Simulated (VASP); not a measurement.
## CdS (Hawleyite): cell size and functional

Aim: relax CdS (Hawleyite) at several levels of theory and compare the cells. The starting structure is a measured crystal structure from the Crystallography Open Database. The first relaxation on each setting starts from this cell expanded by 3 % in volume.

Program: VASP 6.6.1. Level of theory: Kohn-Sham DFT with plane waves and PAW; PBEsol, LDA, PBE, PBEsol + D3(BJ), r2SCAN and r2SCAN + rVV10. Results are calculated unless marked as measured.

## 1. Starting point

It takes space group F-43m (No. 216, cubic). Conventional cell: a = 5.833 Å, b = 5.833 Å, c = 5.833 Å, α = 90.00°, β = 90.00°, γ = 90.00°. Nearest to Cd lie 4 S at 2.53 Å. Nearest to S lie 4 Cd at 2.53 Å. Farther neighbours and most contacts between anions are not listed.

Structure file:

```xyz
2
Lattice="0.0000 2.9165 2.9165 2.9165 0.0000 2.9165 2.9165 2.9165 0.0000" Properties=species:S:1:pos:R:3 pbc="T T T"
Cd    0.0000    0.0000    0.0000
S     4.3748    4.3748    4.3748
```

## 2. Relaxation with PBEsol

PBEsol restores the gradient expansion of exchange and is tuned for the cells of solids. This run starts from the cell of an earlier relaxation, which isn't shown; the restart sets up the plane waves anew.

INCAR reads:

```
SYSTEM = CdS
PREC = Accurate
ENCUT = 450
EDIFF = 1E-06
NELM = 100
ISMEAR = 0
SIGMA = 0.03
LREAL = .FALSE.
ALGO = Normal
GGA = PS
NBANDS = 15
LORBIT = 11
LWAVE = .FALSE.
LCHARG = .FALSE.
KPAR = 4
IBRION = 2
NSW = 50
ISIF = 3
EDIFFG = -0.006
```

POSCAR reads:

```
CdS
1.0
    0.0000000000      2.9171040760      2.9171040760
    2.9171040760      0.0000000000      2.9171040760
    2.9171040760      2.9171040760      0.0000000000
Cd S
1 1
Direct
    0.0000000000      0.0000000000      0.0000000000
    0.7500000000      0.7500000000      0.7500000000
```

KPOINTS reads:

```
Automatic mesh
0
Gamma
6 6 6
0 0 0
```

PAW data sets: Cd and S (PBE family, release 64).

Command:

```console
$ mpirun -np 4 vasp_std
```

What it wrote:

```text
[banner, memory and clock lines left out]
running    4 mpi-ranks, on    1 nodes
 distrk:  each k-point on    1 cores,    4 groups
 distr:  one band on    1 cores,    1 groups

 POSCAR found type information on POSCAR CdS
 POSCAR found :  2 types and       2 ions
|                                                                             |
|               ----> ADVICE to this user running VASP <----                  |
|                                                                             |
|     You enforced a specific xc type in the INCAR file but a different       |
|     [... a line on the potential file left out ...]
|     I HOPE YOU KNOW WHAT YOU ARE DOING!                                     |
|                                                                             |

 LDA part: xc-table for (Slater+PW92), standard interpolation
 POSCAR, INCAR and KPOINTS ok, starting setup
 FFT: planning ... GRIDC
 FFT: planning ... GRID_SOFT
 FFT: planning ... GRID
 WAVECAR not read
 entering main loop
       N       E                     dE             d eps       ncg     rms          rms(c)
DAV:   1     0.942869349316E+02    0.94287E+02   -0.84157E+03   504   0.979E+02
DAV:   2    -0.361036840656E+01   -0.97897E+02   -0.93087E+02   564   0.247E+02
DAV:   3    -0.728799534815E+01   -0.36776E+01   -0.36723E+01   571   0.500E+01
DAV:   4    -0.731118618547E+01   -0.23191E-01   -0.23189E-01   592   0.394E+00
DAV:   5    -0.731150576861E+01   -0.31958E-03   -0.31958E-03   606   0.436E-01    0.778E+00
DAV:   6    -0.683235265338E+01    0.47915E+00   -0.84160E-01   726   0.129E+01    0.623E+00
DAV:   7    -0.681264315727E+01    0.19709E-01   -0.17429E-01   550   0.311E+00    0.300E+00
DAV:   8    -0.681030148453E+01    0.23417E-02   -0.18165E-02   585   0.181E+00    0.253E-01
DAV:   9    -0.681000731414E+01    0.29417E-03   -0.24109E-03   585   0.774E-01    0.512E-02
DAV:  10    -0.681004581462E+01   -0.38500E-04   -0.23660E-04   592   0.191E-01    0.595E-02
DAV:  11    -0.681008306996E+01   -0.37255E-04   -0.54595E-05   565   0.724E-02    0.186E-02
DAV:  12    -0.681008288209E+01    0.18787E-06   -0.19870E-05   613   0.534E-02    0.707E-03
DAV:  13    -0.681008319456E+01   -0.31247E-06   -0.16768E-06   548   0.122E-02
   1 F= -.68100832E+01 E0= -.68100832E+01  d E =-.681008E+01
 curvature:   0.00 expect dE= 0.000E+00 dE for cont linesearch  0.000E+00
 trial: gam= 0.00000 g(F)=  0.546E-45 g(S)=  0.863E-05 ort = 0.000E+00 (trialstep = 0.100E+01)
 search vector abs. value=  0.863E-05
 reached required accuracy - stopping structural energy minimisation
```

It took 5.2 s on 4 MPI ranks of AMD EPYC 7R43, shared host; peak memory 0.54 GiB; 18 s of CPU time.

Lines that name or quote the potential files are left out of all logs, and their timing lines are given in words.

OUTCAR, selected parts (step 2):

```text
ion  position               nearest neighbor table
   1  0.000  0.000  0.000-   2 2.53   2 2.53   2 2.53   2 2.53
   2  0.750  0.750  0.750-   1 2.53   1 2.53   1 2.53   1 2.53

  LATTYP: Found a face centered cubic cell.
 ALAT       =     5.8342081520

 Subroutine GETGRP returns: Found 24 space group operations
 (whereof 24 operations were pure point group operations)

The static configuration has the point symmetry T_d .

 Found     16 irreducible k-points:

   k-points           NKPTS =     16   k-points in BZ     NKDIM =     16   number of bands    NBANDS=     15

   dimension x,y,z NGX =    30 NGY =   30 NGZ =   30
   dimension x,y,z NGXF=    60 NGYF=   60 NGZF=   60

   ENCUT  =  450.0 eV  33.07 Ry    5.75 a.u.   7.14  7.14  7.14*2*pi/ulx,y,z

   NELECT =      18.0000    total number of electrons

 k-points in reciprocal lattice and weights: Automatic mesh
   0.00000000  0.00000000  0.00000000       0.005
   0.16666667  0.00000000  0.00000000       0.037
   0.33333333  0.00000000  0.00000000       0.037
   0.50000000  0.00000000  0.00000000       0.019
   0.16666667  0.16666667  0.00000000       0.028
   0.33333333  0.16666667  0.00000000       0.111
   0.50000000  0.16666667  0.00000000       0.111
  -0.33333333  0.16666667  0.00000000       0.111
  -0.16666667  0.16666667  0.00000000       0.056
[...]
-0.33333333  0.33333333  0.16666667       0.111
  -0.33333333  0.50000000  0.16666667       0.056

 average (electrostatic) potential at core
       1 -39.1851       2 -89.3046

 E-fermi :   1.3382

 k-point     1 :       0.0000    0.0000    0.0000
  band No.  band energies     occupation
    ...
      5      -6.0329      2.00000
      6      -6.0329      2.00000
      7       1.2095      2.00000
      8       1.2095      2.00000
      9       1.2095      2.00000
     10       2.2142      0.00000
     11       7.6520      0.00000
     12       7.6520      0.00000
     13       7.6520      0.00000
     14      12.4121      0.00000
    ...

 k-point     2 :       0.1667    0.0000    0.0000
  band No.  band energies     occupation
    ...
      5      -6.0338      2.00000
      6      -6.0338      2.00000
      7      -0.3442      2.00000
      8       1.0004      2.00000
      9       1.0004      2.00000
     10       3.4095      0.00000
     11       7.2985      0.00000
     12       7.9731      0.00000
     13       7.9731      0.00000
     14      11.8221      0.00000
    ...

 k-point     3 :       0.3333    0.0000    0.0000
  band No.  band energies     occupation
    ...
      5      -6.0164      2.00000
      6      -6.0164      2.00000
      7      -2.2561      2.00000
      8       0.6214      2.00000
      9       0.6214      2.00000
     10       4.0642      0.00000
     11       7.8159      0.00000
     12       8.1987      0.00000
     13       8.1987      0.00000
     14      12.0078      0.00000
    ...

  Total       -0.0109191     -0.0109191     -0.0109191      0.0000000      0.0000000      0.0000000
  in kB       -0.3523788     -0.3523788     -0.3523788      0.0000000      0.0000000      0.0000000
  external PRESSURE =      -0.3523788 kB  Pullay stress =       0.0000000 kB

  energy-cutoff  :      450.00
  volume of cell :       49.65
      direct lattice vectors                 reciprocal lattice vectors
     0.000000000  2.917104076  2.917104076    -0.171402866  0.171402866  0.171402866
     2.917104076  0.000000000  2.917104076     0.171402866 -0.171402866  0.171402866
     2.917104076  2.917104076  0.000000000     0.171402866  0.171402866 -0.171402866

 POSITION                                       TOTAL-FORCE (eV/Angst)
 -----------------------------------------------------------------------------------
      0.00000      0.00000      0.00000         0.000000      0.000000      0.000000
      4.37566      4.37566      4.37566        -0.000000     -0.000000     -0.000000
 -----------------------------------------------------------------------------------
    total drift:                                0.000001      0.000001      0.000000

  FREE ENERGIE OF THE ION-ELECTRON SYSTEM (eV)
  ---------------------------------------------------
  free  energy   TOTEN  =        -6.8100831946 eV

  energy  without entropy=       -6.8100831946  energy(sigma->0) =       -6.81008319

 reached required accuracy - stopping structural energy minimisation

 total charge
# of ion       s       p       d       tot
------------------------------------------
    1        0.431   0.331   9.560  10.322
    2        1.318   2.375   0.000   3.692
--------------------------------------------------
tot          1.749   2.706   9.560  14.015

[... 3 further parts left out ...]
```

The PAW data sets were made with PBE, which is usual practice but a small mismatch for other functionals. The run keeps the 24 symmetry operations of its start, so it cannot find a distortion of lower symmetry.

With PBEsol the relaxed cell holds 24.823 Å³ an atom, +0.06 % against the measured cell, with a = 5.834 Å.

## 3. Relaxation with LDA

LDA, the lowest rung, knows the local density alone. This run starts from the cell of an earlier relaxation, which isn't shown; the restart sets up the plane waves anew.

INCAR, as its differences from that of step 2:

```diff
@@ -9,3 +9,3 @@
 ALGO = Normal
-GGA = PS
+GGA = CA
 NBANDS = 15
```

POSCAR reads:

```
CdS
1.0
    0.0000000000      2.8851222729      2.8851222729
    2.8851222729      0.0000000000      2.8851222729
    2.8851222729      2.8851222729      0.0000000000
Cd S
1 1
Direct
    0.0000000000      0.0000000000      0.0000000000
    0.7500000000      0.7500000000      0.7500000000
```

KPOINTS is that of step 2.

PAW data sets: Cd and S (LDA family, release 64).

Command:

```console
$ mpirun -np 4 vasp_std
```

What it wrote:

```text
[banner, memory and clock lines left out]
running    4 mpi-ranks, on    1 nodes
[...]
LDA part: xc-table for (Slater(with rela. corr.)+CA(PZ))
 , standard interpolation
 POSCAR, INCAR and KPOINTS ok, starting setup
[...]
entering main loop
       N       E                     dE             d eps       ncg     rms          rms(c)
DAV:   1     0.995894945786E+02    0.99589E+02   -0.84222E+03   488   0.981E+02
DAV:   2    -0.397956134374E+01   -0.10357E+03   -0.97435E+02   578   0.255E+02
DAV:   3    -0.789600330647E+01   -0.39164E+01   -0.39093E+01   592   0.514E+01
DAV:   4    -0.791975241678E+01   -0.23749E-01   -0.23748E-01   585   0.396E+00
[...]
DAV:  11    -0.740357269025E+01   -0.10755E-04   -0.40049E-05   571   0.652E-02    0.164E-02
DAV:  12    -0.740356807119E+01    0.46191E-05   -0.18807E-05   697   0.601E-02    0.641E-03
DAV:  13    -0.740356814604E+01   -0.74845E-07   -0.12549E-06   427   0.935E-03
   1 F= -.74035681E+01 E0= -.74035681E+01  d E =-.740357E+01
[...]
DAV:   1    -0.740403338732E+01   -0.46532E-03   -0.84883E-03   543   0.119E+00    0.161E-01
DAV:   2    -0.740362111888E+01    0.41227E-03   -0.95333E-04   578   0.488E-01    0.596E-02
DAV:   3    -0.740358333822E+01    0.37781E-04   -0.92376E-05   620   0.109E-01    0.490E-02
DAV:   4    -0.740357891227E+01    0.44259E-05   -0.61295E-06   529   0.245E-02    0.977E-03
DAV:   5    -0.740357854166E+01    0.37062E-06   -0.75769E-07   310   0.154E-02
   2 F= -.74035785E+01 E0= -.74035785E+01  d E =-.103956E-04
 trial-energy change:   -0.000010  1 .order   -0.000007   -0.000036    0.000022
 step:   0.6210(harm=  0.6210)  dis= 0.00000  next Energy=    -7.403579 (dE=-0.112E-04)
[...]
N       E                     dE             d eps       ncg     rms          rms(c)
DAV:   1    -0.740364617764E+01   -0.67265E-04   -0.12029E-03   550   0.447E-01    0.614E-02
DAV:   2    -0.740358716381E+01    0.59014E-04   -0.13709E-04   557   0.185E-01    0.232E-02
DAV:   3    -0.740358171920E+01    0.54446E-05   -0.13191E-05   620   0.415E-02    0.188E-02
DAV:   4    -0.740358105543E+01    0.66376E-06   -0.83202E-07   303   0.918E-03
   3 F= -.74035811E+01 E0= -.74035811E+01  d E =-.129094E-04
[...]
reached required accuracy - stopping structural energy minimisation
```

Elapsed: 6.2 s, on 4 MPI ranks; peak memory 0.44 GiB.

Parts of OUTCAR (step 3):

```text
  Total        0.0025779      0.0025779      0.0025779      0.0000000      0.0000000     -0.0000000
  in kB        0.0860776      0.0860776      0.0860776      0.0000000      0.0000000     -0.0000000
  external PRESSURE =       0.0860776 kB  Pullay stress =       0.0000000 kB

 POSITION                                       TOTAL-FORCE (eV/Angst)
 -----------------------------------------------------------------------------------
      0.00000      0.00000      0.00000        -0.000000      0.000000     -0.000000
      4.32624      4.32624      4.32624         0.000000     -0.000000      0.000000
 -----------------------------------------------------------------------------------
    total drift:                               -0.000000     -0.000000     -0.000000

  FREE ENERGIE OF THE ION-ELECTRON SYSTEM (eV)
  ---------------------------------------------------
  free  energy   TOTEN  =        -7.4035810554 eV

  energy  without entropy=       -7.4035810554  energy(sigma->0) =       -7.40358106

[... 2 parts as in an earlier step ...]

[... 2 further parts left out ...]
[key lines of the parts left out:]
E-fermi :   1.5905
```

With LDA the relaxed cell holds 23.991 Å³ an atom, -3.29 % against the measured cell, with a = 5.768 Å. That is -3.35 % from PBEsol.

## 4. Relaxation with PBE

PBE, the usual starting point, adds the gradient of the density. This run starts from the cell of an earlier relaxation, which isn't shown; the restart sets up the plane waves anew.

INCAR, as its differences from that of step 3:

```diff
@@ -9,3 +9,3 @@
 ALGO = Normal
-GGA = CA
+GGA = PE
 NBANDS = 15
```

POSCAR reads:

```
CdS
1.0
    0.0000000000      2.9658293170      2.9658293170
    2.9658293170      0.0000000000      2.9658293170
    2.9658293170      2.9658293170      0.0000000000
Cd S
1 1
Direct
    0.0000000000      0.0000000000      0.0000000000
    0.7500000000      0.7500000000      0.7500000000
```

KPOINTS is that of step 3.

PAW data sets: Cd and S (PBE family, release 64).

Command:

```console
$ mpirun -np 4 vasp_std
```

What it wrote:

```text
[banner, memory and clock lines left out]
running    4 mpi-ranks, on    1 nodes
[...]
LDA part: xc-table for (Slater+PW92), standard interpolation
 POSCAR, INCAR and KPOINTS ok, starting setup
[...]
entering main loop
       N       E                     dE             d eps       ncg     rms          rms(c)
DAV:   1     0.963895301237E+02    0.96390E+02   -0.85298E+03   512   0.967E+02
DAV:   2    -0.274930599108E+01   -0.99139E+02   -0.94625E+02   578   0.253E+02
DAV:   3    -0.667495115887E+01   -0.39256E+01   -0.39160E+01   592   0.515E+01
DAV:   4    -0.669927765383E+01   -0.24326E-01   -0.24325E-01   620   0.398E+00
[...]
DAV:  12    -0.614406913514E+01    0.96609E-05   -0.27564E-05   665   0.679E-02    0.912E-03
DAV:  13    -0.614407026210E+01   -0.11270E-05   -0.35417E-06   550   0.117E-02    0.741E-03
DAV:  14    -0.614407012149E+01    0.14061E-06   -0.16643E-07   443   0.286E-03
   1 F= -.61440701E+01 E0= -.61440701E+01  d E =-.614407E+01
[...]
reached required accuracy - stopping structural energy minimisation
```

The job ended after 5.4 s (4 MPI ranks; peak memory 0.52 GiB).

From OUTCAR (step 4):

```text
  Total        0.0104140      0.0104140      0.0104140     -0.0000000      0.0000000      0.0000000
  in kB        0.3197847      0.3197847      0.3197847     -0.0000000      0.0000000      0.0000000
  external PRESSURE =       0.3197847 kB  Pullay stress =       0.0000000 kB

 POSITION                                       TOTAL-FORCE (eV/Angst)
 -----------------------------------------------------------------------------------
      0.00000      0.00000      0.00000        -0.000000     -0.000000     -0.000000
      4.44874      4.44874      4.44874         0.000000      0.000000      0.000000
 -----------------------------------------------------------------------------------
    total drift:                                0.000001      0.000001      0.000001

  FREE ENERGIE OF THE ION-ELECTRON SYSTEM (eV)
  ---------------------------------------------------
  free  energy   TOTEN  =        -6.1440701215 eV

  energy  without entropy=       -6.1440701215  energy(sigma->0) =       -6.14407012

[... 2 parts as in an earlier step ...]

[... 2 further parts left out ...]
[key lines of the parts left out:]
E-fermi :   1.0283
```

With PBE the relaxed cell holds 26.088 Å³ an atom, +5.16 % against the measured cell, with a = 5.932 Å. That is +5.10 % from PBEsol.

## 5. Relaxation with PBEsol + D3(BJ)

D3 with Becke-Johnson damping keeps a finite attraction at short range. This run starts from the cell of an earlier relaxation, which isn't shown; the restart sets up the plane waves anew.

INCAR, as its differences from that of step 4:

```diff
@@ -9,3 +9,4 @@
 ALGO = Normal
-GGA = PE
+GGA = PS
+IVDW = 12
 NBANDS = 15
```

POSCAR reads:

```
CdS
1.0
    0.0000000000      2.8903383699      2.8903383699
    2.8903383699      0.0000000000      2.8903383699
    2.8903383699      2.8903383699      0.0000000000
Cd S
1 1
Direct
    0.0000000000      0.0000000000      0.0000000000
    0.7500000000      0.7500000000      0.7500000000
```

KPOINTS is that of step 4.

Command:

```console
$ mpirun -np 4 vasp_std
```

What it wrote:

```text
[banner, memory and clock lines left out]
running    4 mpi-ranks, on    1 nodes
[...]
[... a notice as in an earlier step ...]

 LDA part: xc-table for (Slater+PW92), standard interpolation
 POSCAR, INCAR and KPOINTS ok, starting setup
[...]
entering main loop
       N       E                     dE             d eps       ncg     rms          rms(c)
DAV:   1     0.101316724333E+03    0.10132E+03   -0.84697E+03   488   0.985E+02
DAV:   2    -0.358607660660E+01   -0.10490E+03   -0.99955E+02   592   0.256E+02
DAV:   3    -0.728042418061E+01   -0.36943E+01   -0.36892E+01   585   0.512E+01
DAV:   4    -0.730172169332E+01   -0.21298E-01   -0.21297E-01   613   0.380E+00
[...]
DAV:  11    -0.680147606596E+01   -0.33599E-04   -0.51736E-05   578   0.704E-02    0.188E-02
DAV:  12    -0.680147680054E+01   -0.73458E-06   -0.19268E-05   592   0.532E-02    0.727E-03
DAV:  13    -0.680147703630E+01   -0.23576E-06   -0.17450E-06   555   0.139E-02
   1 F= -.73608211E+01 E0= -.73608211E+01  d E =-.736082E+01
[...]
DAV:   2    -0.680068498605E+01    0.34553E-03   -0.76676E-04   557   0.432E-01    0.542E-02
DAV:   3    -0.680065154262E+01    0.33443E-04   -0.81975E-05   613   0.103E-01    0.438E-02
DAV:   4    -0.680065001336E+01    0.15293E-05   -0.55806E-06   543   0.230E-02    0.931E-03
DAV:   5    -0.680065038729E+01   -0.37393E-06   -0.68385E-07   303   0.141E-02
   2 F= -.73608287E+01 E0= -.73608287E+01  d E =-.765490E-05
 trial-energy change:   -0.000008  1 .order   -0.000005   -0.000031    0.000021
 step:   0.5999(harm=  0.5999)  dis= 0.00000  next Energy=    -7.360830 (dE=-0.924E-05)
[...]
N       E                     dE             d eps       ncg     rms          rms(c)
DAV:   1    -0.680104800818E+01   -0.39799E-03   -0.11214E-03   536   0.424E-01    0.584E-02
DAV:   2    -0.680099428339E+01    0.53725E-04   -0.12297E-04   557   0.173E-01    0.222E-02
DAV:   3    -0.680098854326E+01    0.57401E-05   -0.12994E-05   606   0.412E-02    0.177E-02
DAV:   4    -0.680098719330E+01    0.13500E-05   -0.84669E-07   303   0.910E-03    0.334E-03
DAV:   5    -0.680098691177E+01    0.28154E-06   -0.16435E-07   289   0.604E-03
   3 F= -.73608313E+01 E0= -.73608313E+01  d E =-.101885E-04
[...]
reached required accuracy - stopping structural energy minimisation
```

Wall time 7.6 s (4 MPI ranks); peak memory 0.57 GiB; 28 s of CPU time.

OUTCAR, selected parts (step 5):

```text
 Edisp (eV)   -0.56018

 Edisp (eV)   -0.55984

  Total      -0.00323    -0.00323    -0.00323     0.00000    -0.00000    -0.00000
  in kB      -0.10714    -0.10714    -0.10714     0.00000    -0.00000    -0.00000
  external pressure =       -0.11 kB  Pullay stress =        0.00 kB

 POSITION                                       TOTAL-FORCE (eV/Angst)
 -----------------------------------------------------------------------------------
      0.00000      0.00000      0.00000         0.000000      0.000000     -0.000000
      4.33421      4.33421      4.33421        -0.000000     -0.000000      0.000000
 -----------------------------------------------------------------------------------
    total drift:                                0.000001      0.000001      0.000001

  FREE ENERGIE OF THE ION-ELECTRON SYSTEM (eV)
  ---------------------------------------------------
  free  energy   TOTEN  =        -7.3608312672 eV

  energy  without entropy=       -7.3608312672  energy(sigma->0) =       -7.36083127

[... 2 parts as in an earlier step ...]

[... 2 further parts left out ...]
[key lines of the parts left out:]
E-fermi :   1.6330
```

With PBEsol + D3(BJ) the relaxed cell holds 24.124 Å³ an atom, -2.75 % against the measured cell, with a = 5.779 Å. That is -2.81 % from PBEsol.

[end of part 1 of 2]

[Lines on the potential files, build, host, timing and source positions are cut from VASP's logs without a mark.]

[Logs are printed without paths, hosts, clocks, repeated set-up lines and the standing remarks that a program may print on its own settings, such as how far it seeks lower states.]

[Hosts, paths, dates, database ids (printed as entryN), source tags and the programs' standing remarks are cut or masked in the printed files.]
